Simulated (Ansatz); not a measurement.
Calculated with Ansatz (gas phase, PBE0-D4/def2-TZVP geometries, no zero-point term in ΔE). CBS: MP2 limit from def2 TZ/QZ plus the TZ coupled-cluster correction, frozen cores. DFT in def2-TZVPP. B3LYP here is the variant with VWN-RPA as its local correlation; programs differ in this. HSE06 is defined as in plane-wave codes. For Zn outer-core shells are correlated without core-valence functions, which leaves a few kJ/mol of doubt a bond. Scalar relativity is left out up to krypton. Each species was taken in one conformer, which may not be the lowest.

`[NH2][Zn][AlH][F]` + `N=C(N)O` → `[NH2][Zn][OH]` + `N=[C](N)[AlH][F]`  (formal exchange of groups at a Zn–Al bond)

(1) Is it downhill or uphill in electronic energy at CCSD(T)/CBS, and by how much? (An estimate is asked.)

(2) What do these levels give: B3LYP-D4, r2SCANh-D4, HSE06-D4, ωB97M-V, B2PLYP, revPBE, r2SCAN, PBE0, r2SCAN0, CCSD(T)/def2-SVP, SCS-MP2/def2-TZVPP, CCSD/CBS(def2)? (Best estimate.)

Largest T1 diagnostic among the species: 0.017.

Answers

(1) Ansatz gave: Downhill: ΔE = -5.5 kcal/mol.

(2) Computed: B3LYP-D4 -2.4, r2SCANh-D4 -1.0, HSE06-D4 0.8, ωB97M-V -1.6, B2PLYP -3.9, revPBE -0.8, r2SCAN -1.6, PBE0 1.3, r2SCAN0 0.1, CCSD(T)/def2-SVP 2.4, SCS-MP2/def2-TZVPP -6.3, CCSD/CBS(def2) -4.6 kcal/mol.

At CCSD(T), def2-SVP lies +7.9 kcal/mol from the extrapolated value and def2-TZVPP +1.2 kcal/mol. In def2-TZVPP, CCSD(T) changes the Hartree–Fock value by −7.3 kcal/mol (the triples alone add −0.9 kcal/mol) and MP2 by −10.1 kcal/mol. The D4 term adds −0.8 kcal/mol with B3LYP and −0.4 kcal/mol with PBE0; it sums over pairs of atoms, weighted by their polarisabilities, and B3LYP, whose exchange is more repulsive, gets the larger term.
